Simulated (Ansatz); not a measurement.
# Cu2O (Cuprite): band structure with PBE

**What was measured.**

From “Importance of surface oxygen vacancies for ultrafast hot carrier relaxation and transport in Cu2O”, 2021, arxiv:2103.03167, for a bulk crystal of Cu2O: band gap 2.17 eV (direct).

Cu2O (Cuprite):

```
Cu O
1.0
     4.26000    0.00000    0.00000
     0.00000    4.26000    0.00000
     0.00000    0.00000    4.26000
Cu O
4 2
Direct
  0.75000 0.25000 0.75000
  0.75000 0.75000 0.25000
  0.25000 0.75000 0.75000
  0.25000 0.25000 0.25000
  0.50000 0.50000 0.50000
  0.00000 0.00000 0.00000
```

| Property | Result |
| --- | --- |
| Program | Ansatz 0.2.0 |
| Task | band structure |
| Functional | PBE |
| Potentials or basis | Ansatz NC |
| Cutoff | 1252 eV (not typed: the program's choice for these potentials) |
| k mesh | 6 × 6 × 6 |
| Occupations | fermi-dirac, width 0.05 eV |
| Spin | no spin polarisation |
| Path | [["G", "X", "M", "G", "R", "X"], ["M", "R"]] |
| Points for each segment of the path | 14 |

| Property | Result |
| --- | --- |
| Pressure | 3.4 GPa |
| Band gap on the k mesh | 0.49 eV, direct |
| Band gap along the path | 0.49 eV, direct |

Levels at the corners of the path, in eV from the valence-band top:
| point | band 42 | band 43 | band 44 | band 45 | band 46 | band 47 |
| --- | --- | --- | --- | --- | --- | --- |
| Γ | 0.00 | 0.00 | 0.00 | 0.49 | 1.23 | 1.23 |
| X | -1.18 | -0.41 | -0.41 | 2.23 | 2.23 | 4.24 |
| M | -1.19 | -0.66 | -0.66 | 1.91 | 1.91 | 3.82 |
| Γ | 0.00 | 0.00 | 0.00 | 0.49 | 1.23 | 1.23 |
| R | -0.54 | -0.54 | -0.54 | 2.44 | 2.44 | 2.44 |
| X | -1.18 | -0.41 | -0.41 | 2.23 | 2.23 | 4.24 |
| M | -1.19 | -0.66 | -0.66 | 1.91 | 1.91 | 3.82 |
| R | -0.54 | -0.54 | -0.54 | 2.44 | 2.44 | 2.44 |

Wall time 61 s on 2 threads of Intel(R) Xeon(R) Platinum 8488C (Sapphire Rapids), on a shared host, peak memory 1.1 GiB.

Measured gap of Cu2O: 2.17 eV (direct; quoted in “Importance of surface oxygen vacancies for ultrafast hot carrier relaxation and transport in Cu2O”, 2021, arxiv:2103.03167). This calculation gives 0.49 eV (-1.68 eV). So large a miss can be the level of theory's own, or it may mean another phase, state or a wrong row. The value is that of PBE, without temperature or zero-point motion. Semilocal functionals fall short of measured gaps as a rule.
